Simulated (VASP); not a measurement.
A run of VASP 6.6.1:

POSCAR

```
GaP
1.0
    0.0000000000      2.7327350741      2.7327350741
    2.7327350741      0.0000000000      2.7327350741
    2.7327350741      2.7327350741      0.0000000000
Ga P
1 1
Direct
    0.0000000000      0.0000000000      0.0000000000
    0.2500000000      0.2500000000      0.2500000000
```

INCAR.step1

```
  PREC = Accurate
  ENCUT = 520
  EDIFF = 1E-5
  ISMEAR = 0
  SIGMA = 0.01
  LREAL = F
  LASPH = T
  NELM = 100
  ALGO = Normal
  ISIF = 2
  LWAVE = T
  LCHARG = F
  NBANDS = 16
  GGA = PE
```

INCAR.step2

```
  PREC = Accurate
  ENCUT = 520
  EDIFF = 1E-6
  ISMEAR = 0
  SIGMA = 0.01
  LREAL = F
  LASPH = T
  NELM = 100
  ALGO = Normal
  ISIF = 2
  LWAVE = F
  LCHARG = F
  GGA = PE
  LHFCALC = T
  HFSCREEN = 0.2079
  PRECFOCK = Normal
  NBANDS = 16
  ISTART = 1
```

KPOINTS

```
regular mesh
0
Gamma
  6 6 6
```

Potentials or basis: VASP PAW PBE potentials, release 64 (Ga_d, P).

Command:

```sh
$ cat potpaw_PBE.64/Ga_d/POTCAR potpaw_PBE.64/P/POTCAR > POTCAR
$ cp INCAR.step1 INCAR
$ mpirun -np 1 vasp_std > vasp.out
$ cp INCAR.step2 INCAR
$ mpirun -np 1 vasp_std > vasp.out
```

Hardware: 1 thread of Intel(R) Xeon(R) Platinum 8488C (Sapphire Rapids) (shared host).

Question: Estimate the wall time of this run.

Answer: Run time: 28 min on 1 thread of Intel(R) Xeon(R) Platinum 8488C (Sapphire Rapids) (shared host), peak memory 0.29 GiB. Counts: scf iterations 10, k points 16.
